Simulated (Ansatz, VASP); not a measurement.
PbSe: 3 runs at one level of theory

The starting cell:

```
Pb Se
1.0
     0.00000    3.06065    3.06065
     3.06065    0.00000    3.06065
     3.06065    3.06065    0.00000
Pb Se
1 1
Direct
  0.00000 0.00000 0.00000
  0.50000 0.50000 0.50000
```

Alike in all runs: task relaxation of cell and atoms; functional PBEsol; dispersion D4; k mesh 8 × 8 × 8; occupations fermi-dirac, width 0.05 eV; no spin polarisation; no spin-orbit coupling.

```csv
program and potentials,plane-wave cutoff (eV),notes,equilibrium volume (Å³/atom)
"Ansatz, Ansatz PAW",420,"potentials made for PBE, which Ansatz adapts in part; 15 valence electrons an atom on average",27.76
"VASP, PBE PAW files Pb_d, Se, 600 eV",600,potentials made for PBE; 10 valence electrons an atom on average,27.75
"Ansatz, all-electron LAPW, scalar-relativistic",-,-,27.76
```

The equilibrium volume spans 27.75 (VASP, PBE PAW files Pb_d, Se, 600 eV) to 27.76 Å³/atom (Ansatz, all-electron LAPW, scalar-relativistic), with all-electron results at 27.76. Relaxations stop with a little pressure left, so the last digit of a volume isn't settled.

The functional is the same throughout but for its coding, so the spread measures potentials, basis and numerics; runs on potential files found faulty are left out.

The three runs give effectively the same equilibrium volume for rock-salt PbSe, so neither the use of PBE-derived potentials with PBEsol nor the different number of valence electrons leaves a visible mark on it. This is plausible because the bonding rests mainly on Pb 6p and Se 4p states, with the Pb 6s shell mixing into the upper valence band, while the deeper shells respond little to small changes in bond length. Compensating errors can't be excluded, however.

Agreement between codes is not agreement with experiment. The relaxed cell is clearly smaller than the starting one, which lies close to the measured room-temperature lattice. Thermal expansion, absent from a static relaxation, explains part of the gap. The rest probably comes from the functional and dispersion term together, since PBEsol already binds solids fairly tightly and D4 adds further attraction. The matching volumes also say nothing about how well the potentials reproduce the band gap at L, which is sensitive to both volume and spin-orbit coupling.
